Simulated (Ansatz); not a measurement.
Theory: DFT, PBE, plane waves (420 eV) with PAW, scalar-relativistic (Ansatz 0.2.0).

An element in the simple cubic structure gives this curve. The cell is scaled uniformly from the relaxed one, with fractional coordinates and shape fixed. Energies are extrapolated to zero smearing, pressures are those at the given smearing. Magnetic state: spin not included.

| V (Å³/atom) | E − E₀ (meV/atom) | P (GPa) |
| --- | --- | --- |
| 18.146 | 160.0 | 23.44 |
| 18.971 | 65.3 | 13.99 |
| 19.796 | 14.7 | 6.29 |
| 20.621 | 0.0 | -0.01 |
| 21.446 | 14.9 | -5.19 |
| 22.270 | 54.1 | -9.44 |
| 23.095 | 113.2 | -12.94 |

**Question.** Which element is it?
A. selenium
B. titanium
C. tantalum
D. zinc

**Answer.** C. Its fit is V₀ = 20.59 Å³/atom, B₀ = 144 GPa, B₀′ = 3.9.
